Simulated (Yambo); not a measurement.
# AlN (P6_3mc) in Yambo: notebook, part 2 of 2

Yambo 5.3.0. Earlier steps stand in the parts before.

## Step 3: Optical spectrum by the Bethe-Salpeter equation, PBE

Contents of bse7.in:

```
optics
bse
bss
rim_cut
RandQpts= 1000000
RandGvec= 50 RL
BSKmod= "HF"
BSEmod= "retarded"
BSSmod= "d"
% BSEQptR
 1 | 1 |
%
% BSEBands
 7 | 10 |
%
BSENGexx= 10 Ry
BSENGBlk= 5 Ry
% BEnRange
 0 | 15 | eV
%
% BDmRange
 0.2 | 0.2 | eV
%
BEnSteps= 200
% BLongDir
 1 | 1 | 1 |
%
BSEprop= "abs"
WRbsWF
```

Contents of scf.in:

```
&CONTROL
  calculation = 'scf'
  prefix = 'pwscf'
  outdir = './tmp'
  pseudo_dir = './pseudo'
/
&SYSTEM
  ibrav = 0
  nat = 4
  ntyp = 2
  ecutwfc = 70
  nbnd = 14
  occupations = 'smearing'
  smearing = 'fd'
  degauss = 0.00367493
  force_symmorphic = .true.
/
&ELECTRONS
  conv_thr = 8d-10
  electron_maxstep = 120
  mixing_beta = 0.5
/
ATOMIC_SPECIES
Al    26.9815 13_Al_3_1.9_1.9_pbe_n_v1.0.upf
N     14.0070 07_N_5_1.2_1.4_pbe_n_v1.0.upf
CELL_PARAMETERS angstrom
   3.1130000000    0.0000000000    0.0000000000
  -1.5565000000    2.6959370820    0.0000000000
   0.0000000000    0.0000000000    4.9810000000
ATOMIC_POSITIONS angstrom
Al     1.5565000002    0.8986456939    2.4905000000
Al    -0.0000000002    1.7972913881    0.0000000000
N      1.5565000002    0.8986456939    4.3832800000
N     -0.0000000002    1.7972913881    1.8927800000
K_POINTS automatic
12 12 6 0 0 0
```

Contents of nscf.in:

```
&CONTROL
  calculation = 'nscf'
  prefix = 'pwscf'
  outdir = './tmp'
  pseudo_dir = './pseudo'
/
&SYSTEM
  ibrav = 0
  nat = 4
  ntyp = 2
  ecutwfc = 70
  nbnd = 58
  occupations = 'fixed'
  force_symmorphic = .true.
/
&ELECTRONS
  conv_thr = 1d-08
  diago_full_acc = .true.
  diago_thr_init = 1d-06
/
ATOMIC_SPECIES
Al    26.9815 13_Al_3_1.9_1.9_pbe_n_v1.0.upf
N     14.0070 07_N_5_1.2_1.4_pbe_n_v1.0.upf
CELL_PARAMETERS angstrom
   3.1130000000    0.0000000000    0.0000000000
  -1.5565000000    2.6959370820    0.0000000000
   0.0000000000    0.0000000000    4.9810000000
ATOMIC_POSITIONS angstrom
Al     1.5565000002    0.8986456939    2.4905000000
Al    -0.0000000002    1.7972913881    0.0000000000
N      1.5565000002    0.8986456939    4.3832800000
N     -0.0000000002    1.7972913881    1.8927800000
K_POINTS automatic
6 6 4 0 0 0
```

Potentials or basis: SPMS 1.0 PBE.

Run with:

```
> OMP_NUM_THREADS=1 pw.x -in scf.in > scf.out
> OMP_NUM_THREADS=1 pw.x -in nscf.in > nscf.out
> cd tmp/pwscf.save; p2y; mv SAVE ../..; cd ../..
> OMP_NUM_THREADS=1 yambo
> mkdir -p bse7; ln -s $PWD/g0w00/ndb.RIM bse7/
> OMP_NUM_THREADS=1 yambo -F bse7.in -J bse7 -C bse7_out
> OMP_NUM_THREADS=1 ypp -J bse7 -C bse7_out -e s -b 1
```

Yambo's report:

```text
[... sections 02.01 to 02.04 as in the set-up run ...]

[... 5 lines left out ...]
  [X] Bosonic    Temperature                        :  0.000000  0.000000 [eV K]
  [X] Finite Temperature mode                       : no
  [X] El. density                                   :  0.38275E+24 [cm-3]
  [X] Fermi Level                                   :  7.109640 [eV]

  [X] === Gaps and Widths ===
  [X] Conduction Band Min                           :  4.232258 [eV]
  [X] Valence Band Max                              :  0.000000 [eV]
  [X] Filled Bands                                  :   8
  [X] Empty Bands                                   :    9   58
  [X] Direct Gap                                    :  4.232258 [eV]
  [X] Direct Gap localized at k                     :  1
  [X] Indirect Gap                                  :  4.232258 [eV]
  [X] Indirect Gap between kpts                     :  1  1
  [X] Last valence band width                       :  2.371759 [eV]
  [X] 1st conduction band width                     :  3.209703 [eV]

 [03] Transferred momenta grid and indexing
 ==========================================

 IBZ Q-points                                      :  24
 BZ  Q-points                                      :  144

 K/Q-points units:
 rlu = crystal or reduced units; cc = cartesian coordinates; iku = interal k-units

 Q [ 1]         [rlu]:  0.000000  0.000000  0.000000
 Q [ 2]         [rlu]:  0.000000  0.000000  0.250000
 Q [ 3]         [rlu]:  0.000000  0.000000 -0.500000
 Q [ 4]         [rlu]: -0.20411E-19  0.16667       0.0000
 Q [ 5]         [rlu]: -0.20411E-19  0.16667      0.25000
 Q [ 6]         [rlu]: -0.20411E-19  0.16667     -0.50000
 Q [ 7]         [rlu]: -0.40821E-19  0.33333       0.0000
 Q [ 8]         [rlu]: -0.40821E-19  0.33333      0.25000
 Q [ 9]         [rlu]: -0.40821E-19  0.33333     -0.50000
 Q [10]         [rlu]:  0.61232E-19 -0.50000       0.0000
 Q [11]         [rlu]:  0.61232E-19 -0.50000      0.25000
 Q [12]         [rlu]:  0.61232E-19 -0.50000     -0.50000
 Q [13]         [rlu]:  0.166667  0.166667  0.000000
 Q [14]         [rlu]:  0.166667  0.166667  0.250000
 Q [15]         [rlu]:  0.166667  0.166667 -0.500000
 Q [16]         [rlu]:  0.166667  0.333333  0.000000
 Q [17]         [rlu]:  0.166667  0.333333  0.250000
 Q [18]         [rlu]:  0.166667  0.333333 -0.500000
 Q [19]         [rlu]:  0.333333  0.333333  0.000000
 Q [20]         [rlu]:  0.333333  0.333333  0.250000
 Q [21]         [rlu]:  0.333333  0.333333 -0.500000
 Q [22]         [rlu]:  0.20411E-19 -0.16667      0.25000
[... 80 lines left out ...]
   [BSE] Correlation components :    55   391

   [06.01.06] Main kernel loop
   ===========================

   [WR./bse7//ndb.BS_Q1_CPU_0]-----------------------------------------------------
    Brillouin Zone Q/K grids (IBZ/BZ)                :   24  144   24  144
    RL vectors                                       :   3561 [WF]
    Coulomb cutoff potential                         : none
    Parallel CPUs
    Parallel Roles
    Fragmentation                                    : no
    BS kernel          wavefunctions                 : Perdew, Burke & Ernzerhof(X)+Perdew, Burke & Ernzerhof(C)
    Static diel. fun.  energies                      : Perdew, Burke & Ernzerhof(X)+Perdew, Burke & Ernzerhof(C)
    wavefunctions                                    : Perdew, Burke & Ernzerhof(X)+Perdew, Burke & Ernzerhof(C)
    [K] Identifier                                   :  2763
    [K] Dimension                                    :   576
    [K] Bands                                        :   7  10
    [K] Exchange                                     : yes [res]
    [K] Correlation                                  : yes [res]
    [K] Kernel`s coupling                            : no
    [K] Exchange                                     : no [cpl]
    [K] Correlation                                  : no [cpl]
    [K] W interaction is bare                        : yes
    [K] ALDA kernel in R-space                       : no
    [K] RL vectors                                   :  147 [exchange]
    [K] RL vectors                                   :   55 [correlation]
    [K] E/h energy range                             : -1.000000 -1.000000 [eV]
    [K] Coupling range                               :  100.0000  100.0000 [o/o]
    [W] Interaction is diagonal                      : yes
    [W] Matrix size                                  :  1
    [RIM] RL components                              :   55 [col]
    [RIM] Random points                              :  1000000 [col]
    [SOC] Perturbative SOC                           : no
    [K] Kernel long-range exchange                   : BAR

   [06.01.07] Wave-Function Phases
   ===============================

   [BSE] WF phases found       :  79.34028 [o/o]

  [06.02] BSE solver(s) @q1
  =========================

  [06.03] Diago Solver @q1
  ========================

  [WR./bse7//ndb.BS_diago_Q1]-----------------------------------------------------
   BS kernel          energies                      : Perdew, Burke & Ernzerhof(X)+Perdew, Burke & Ernzerhof(C)
   [K] Identifier                                   :  2763
   [K] Dimension                                    :   576
   [K] Bands                                        :   7  10
   [K] Exchange                                     : yes [res]
   [K] Correlation                                  : yes [res]
   [K] Kernel`s coupling                            : no
   [K] Exchange                                     : no [cpl]
   [K] Correlation                                  : no [cpl]
   [K] W interaction is bare                        : yes
   [K] ALDA kernel in R-space                       : no
   [K] RL vectors                                   :  147 [exchange]
   [K] RL vectors                                   :   55 [correlation]
   [K] E/h energy range                             : -1.000000 -1.000000 [eV]
   [K] Coupling range                               :  100.0000  100.0000 [o/o]
   [W] Interaction is diagonal                      : yes
   [W] Matrix size                                  :  1
   [RIM] RL components                              :   55 [col]
   [RIM] Random points                              :  1000000 [col]
   [SOC] Perturbative SOC                           : no
   [K] Kernel long-range exchange                   : BAR
   [BSS] Eigenstates included                       : yes
   [BSS] Field direction                            :  0.577350E-5  0.577350E-5  0.577350E-5
   [BSS] Eigenstates computed                       :   576
   [BSS] Number of BSE matrices                     :  1
```

Run time: 87 s. Hardware: 1 thread of Arm Neoverse V1, shared host; peak memory 0.25 GiB.

What came out:

| Quantity | Value |
| --- | --- |
| Band gap on the k mesh, mean-field level | 4.23 eV, direct |
| Lowest exciton energy | 1.68 eV |
| Lowest bright exciton energy | 1.68 eV |

Dielectric function (along the field direction of the input):
```tsv
energy (eV)	real part	imaginary part
0.30	4.11	0.07
0.68	4.35	0.20
1.06	4.90	0.50
1.43	6.05	1.79
1.81	3.38	3.58
2.19	5.29	3.94
2.56	-0.38	5.46
2.94	-0.77	2.53
3.32	0.96	1.68
3.69	0.53	3.08
4.07	-0.10	1.65
4.45	0.59	1.79
4.82	-0.47	2.20
5.20	-0.83	1.20
5.58	-0.45	0.55
5.95	-0.19	0.35
6.33	-0.02	0.27
6.71	0.14	0.15
7.09	0.26	0.11
7.46	0.37	0.06
7.84	0.45	0.05
8.22	0.52	0.03
8.59	0.57	0.03
8.97	0.62	0.02
9.35	0.66	0.02
9.72	0.69	0.02
10.10	0.71	0.01
10.48	0.74	0.01
10.85	0.76	0.01
11.23	0.78	0.01
11.61	0.79	0.01
11.98	0.81	0.01
12.36	0.82	0.01
12.74	0.83	0.01
13.12	0.84	0.01
13.49	0.85	0.00
13.87	0.86	0.00
14.25	0.87	0.00
14.62	0.88	0.00
15.00	0.88	0.00
```

Lowest exciton energies (eV): 1.68, 1.88, 2.40, 2.68, 2.68, 2.69, 2.71, 2.72

Excitons:
```tsv
energy (eV)	strength (relative to the strongest)
1.682	0.54
1.875	0.021
2.404	1
2.678	6.2e-06
2.681	0.00041
2.688	0.003
2.706	3e-08
2.722	7.2e-10
2.744	0.0092
2.780	0.29
2.918	0.00015
2.936	0.00091
```

Caveat: the transitions start from uncorrected Kohn-Sham levels, so peaks lie too low; an unscreened exchange kernel binds far too strongly; spectra need much finer meshes, so this one isn't converged. A k mesh can miss the band edges.

## Step 4: Optical spectrum by the Bethe-Salpeter equation, PBE

Contents of bse8.in:

```
optics
bse
bss
rim_cut
em1s
RandQpts= 1000000
RandGvec= 50 RL
Chimod= "HARTREE"
% BndsRnXs
 1 | 23 |
%
NGsBlkXs= 5 Ry
% LongDrXs
 0 | 0 | 1 |
%
BSKmod= "SEX"
BSEmod= "retarded"
BSSmod= "d"
% BSEQptR
 1 | 1 |
%
% BSEBands
 7 | 11 |
%
BSENGexx= 30 Ry
BSENGBlk= 5 Ry
% BEnRange
 0 | 10 | eV
%
% BDmRange
 0.05 | 0.05 | eV
%
BEnSteps= 300
% BLongDir
 0 | 0 | 1 |
%
BSEprop= "abs"
WRbsWF
% KfnQP_E
 1.23 | 1.0 | 1.0 |
%
```

scf.in is that of step 3.

nscf.in is that of step 3.

Potentials or basis: SPMS 1.0 PBE.

Run with:

```
> OMP_NUM_THREADS=1 pw.x -in scf.in > scf.out
> OMP_NUM_THREADS=1 pw.x -in nscf.in > nscf.out
> cd tmp/pwscf.save; p2y; mv SAVE ../..; cd ../..
> OMP_NUM_THREADS=1 yambo
> mkdir -p bse8; ln -s $PWD/g0w00/ndb.RIM bse8/
> OMP_NUM_THREADS=1 yambo -F bse8.in -J bse8 -C bse8_out
> OMP_NUM_THREADS=1 ypp -J bse8 -C bse8_out -e s -b 1
```

Yambo's report:

```text
[... sections 02.01 to 02.04 as in the set-up run ...]

[... 5 lines left out ...]
  [X] Bosonic    Temperature                        :  0.000000  0.000000 [eV K]
  [X] Finite Temperature mode                       : no
  [X] El. density                                   :  0.38275E+24 [cm-3]
  [X] Fermi Level                                   :  7.109640 [eV]

  [X] === Gaps and Widths ===
  [X] Conduction Band Min                           :  4.232258 [eV]
  [X] Valence Band Max                              :  0.000000 [eV]
  [X] Filled Bands                                  :   8
  [X] Empty Bands                                   :    9   58
  [X] Direct Gap                                    :  4.232258 [eV]
  [X] Direct Gap localized at k                     :  1
  [X] Indirect Gap                                  :  4.232258 [eV]
  [X] Indirect Gap between kpts                     :  1  1
  [X] Last valence band width                       :  2.371759 [eV]
  [X] 1st conduction band width                     :  3.209703 [eV]

 [03] Transferred momenta grid and indexing
 ==========================================

 IBZ Q-points                                      :  24
 BZ  Q-points                                      :  144

 K/Q-points units:
 rlu = crystal or reduced units; cc = cartesian coordinates; iku = interal k-units

 Q [ 1]         [rlu]:  0.000000  0.000000  0.000000
 Q [ 2]         [rlu]:  0.000000  0.000000  0.250000
 Q [ 3]         [rlu]:  0.000000  0.000000 -0.500000
[... 308 lines left out ...]
     [RIM] RL components                              :   55 [col]
     [RIM] Random points                              :  1000000 [col]
     [SOC] Perturbative SOC                           : no
     [K] Kernel long-range exchange                   : BAR

    [08.01.05.03] Wave-Function Phases
    ==================================

    [BSE] WF phases found       :  80.00000 [o/o]

   [08.01.06] BSE solver(s) @q1
   ============================

   [08.01.07] Diago Solver @q1
   ===========================

   [WR./bse8//ndb.BS_diago_Q1]-----------------------------------------------------
    BS kernel          energies                      : Perdew, Burke & Ernzerhof(X)+Perdew, Burke & Ernzerhof(C)+ user defined corrections @E
    [K] Identifier                                   :   8026
    [K] Dimension                                    :   864
    [K] Bands                                        :   7  11
    [K] Exchange                                     : yes [res]
    [K] Correlation                                  : yes [res]
    [K] Kernel`s coupling                            : no
    [K] Exchange                                     : no [cpl]
    [K] Correlation                                  : no [cpl]
    [K] W interaction is bare                        : no
    [K] ALDA kernel in R-space                       : no
    [K] RL vectors                                   :   785 [exchange]
    [K] RL vectors                                   :   55 [correlation]
    [K] E/h energy range                             : -1.000000 -1.000000 [eV]
    [K] Coupling range                               :  100.0000  100.0000 [o/o]
    [W] Interaction is diagonal                      : no
    [W] Matrix size                                  :   55
    [W] Bands                                        :   1  23
    [W] e/h energy range                             : -1.000000 -1.000000 [eV]
    [W] Poles                                        :  100.0000 [o/o]
    [W] RL vectors in the sum                        :   3561
    [W] [r,Vnl] included                             : yes
    [W] Field direction                              :   0.00000      0.00000     0.100000E-4
    [W] Coulomb Cutoff                               : none
    [W] Hxc Kernel                                   : HARTREE
    [RIM] RL components                              :   55 [col]
    [RIM] Random points                              :  1000000 [col]
    [SOC] Perturbative SOC                           : no
    [K] Kernel long-range exchange                   : BAR
    [BSS] Eigenstates included                       : yes
    [BSS] Field direction                            :   0.00000      0.00000     0.100000E-4
    [BSS] Eigenstates computed                       :   864
    [BSS] Number of BSE matrices                     :  1
```

o-bse8.exc_qpt1_E_sorted:

```text
# [K] Identifier                                  :   8026
# [K] Dimension                                   :   864
# [K] Bands                                       :   7  11
# [K] Exchange                                    : yes [res]
# [K] Correlation                                 : yes [res]
# [K] Kernel`s coupling                           : no
# [K] Exchange                                    : no [cpl]
[... 29 lines left out ...]
#
#    E [ev]             Strength           Index
#
     5.01664613        0.123049332         1.00000000
     5.1947442         0.66763192E-10      2.0000000
     6.2137132         0.21128434E-09      3.0000000
     6.2260358         0.13293423E-09      4.0000000
     6.2616381         0.23711217E-09      5.0000000
     6.2616468         0.39853672E-09      6.0000000
[... 33 lines left out ...]
     7.14009168        0.330989127E-7      40.0000000
     7.14018082        0.327537330E-6      41.0000000
[... 825 further lines ...]
```

Wall time 2.6 min (1 thread of Arm Neoverse V1, shared host); peak memory 0.31 GiB.

Results:

```
Band gap on the k mesh, mean-field level : 4.23 eV, direct
Exciton binding energy                   : 0.45 eV
Lowest exciton energy                    : 5.02 eV
Lowest bright exciton energy             : 5.02 eV
```

Dielectric function (along the field direction of the input):
```tsv
energy (eV)	real part	imaginary part
0.27	2.95	0.00
0.77	2.97	0.00
1.27	3.01	0.01
1.77	3.08	0.01
2.31	3.18	0.01
2.81	3.32	0.02
3.31	3.52	0.02
3.85	3.83	0.04
4.35	4.35	0.07
4.85	5.99	0.53
5.38	4.69	0.24
5.89	7.51	0.47
6.39	-3.57	7.52
6.92	24.33	31.46
7.42	0.90	4.52
7.93	-6.66	11.04
8.46	-3.24	1.81
8.96	-0.17	0.73
9.46	-0.43	3.65
10.00	-0.77	1.26
```

Lowest exciton energies (eV): 5.02, 5.19, 6.21, 6.23, 6.26, 6.26, 6.31, 6.43

Excitons:
```
energy (eV)  strength (relative to the strongest)
      5.017                                  0.12
      5.195                               6.7e-11
      6.214                               2.1e-10
      6.226                               1.3e-10
      6.262                               2.4e-10
      6.262                                 4e-10
      6.312                                  0.51
      6.425                               1.2e-09
      6.425                               2.1e-09
      6.515                                 3e-13
      6.517                               7.9e-11
      6.518                               3.7e-11
```

Caveat: the scissor is the correction of the direct gap in an earlier G0W0 run on the same states; exciton energies and binding change strongly with the k mesh and aren't converged on this one; spectra need much finer meshes, so this one isn't converged.

## Step 5: How close it comes

Step 2. Measured gap of AlN: 6.034 eV (an exciton energy, a little under the gap; 10 K; quoted in “Self-assembly of well-separated AlN nanowires directly on sputtered metallic TiN films”, 2019, arxiv:1910.07391). This calculation gives 4.23 eV (-1.80 eV). 2 values of this kind are on record (6.034 to 6.0343 eV); this one was drawn at random. The value is that of PBE on a finite k mesh, which can miss the band edges, without temperature or zero-point motion. Semilocal functionals fall short of measured gaps as a rule.

Step 4. Measured gap of AlN: 6.0343 eV (an exciton energy, a little under the gap; 0 K; quoted in “Structural and optical properties of self-assembled AlN nanowires grown on SiO2/Si substrates by molecular beam epitaxy”, 2024, arxiv:2402.00216). This calculation gives 4.23 eV (-1.80 eV). 2 values of this kind are on record (6.034 to 6.0343 eV); this one was drawn at random. The value is that of PBE on a finite k mesh, which can miss the band edges, without temperature or zero-point motion. Semilocal functionals fall short of measured gaps as a rule.
